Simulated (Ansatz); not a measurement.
Crystal: Si2Mo.

```
Mo Si
1.0
     4.58547    0.00000    0.00000
    -2.29274    3.97113    0.00000
     0.00000    0.00000    6.57976
Mo Si
3 6
Direct
  0.50000 0.50000 0.83333
  0.00000 0.50000 0.16667
  0.50000 0.00000 0.50000
  0.16387 0.32775 0.50000
  0.67225 0.83613 0.16667
  0.83613 0.16387 0.83333
  0.83613 0.67225 0.50000
  0.32775 0.16387 0.16667
  0.16387 0.83613 0.83333
```

Measurements of this composition are mostly on another form, of space group No. 139.

Base run:

- Program: Ansatz 0.2.0
- Functional: PBE
- Potentials or basis: Ansatz PAW
- Cutoff: 420 eV (not typed: the program's choice for these potentials)
- k mesh: 7 × 7 × 4
- Occupations: gaussian, width 0.013 eV
- Spin: no spin polarisation

Its results: band gap on the k mesh 0.27 eV, indirect (least direct gap 0.63 eV); pressure 3.5 GPa.

Problem. The run is repeated on the same cell with these changes: functional from PBE to r2SCAN; cutoff from 420 eV (not typed: the program's choice for these potentials) to 500 eV (not typed: the program's choice for these potentials); occupations from gaussian, width 0.013 eV to fermi-dirac, width 0.05 eV. What comes out?

Solution. Band gap on the k mesh 0.37 eV, indirect (least direct gap 0.78 eV); pressure -0.2 GPa.

Caveats: odd divisions of the mesh miss points on the zone boundary, where band edges often lie, so the gap on the mesh can be too wide (some runs); the k mesh misses the band edges, so the gap on the mesh is wider than the one along the path (some runs); the PAW data sets come from PBE, with cores solved anew for the run's functional, which leaves a small shift of forces and pressure (some runs).
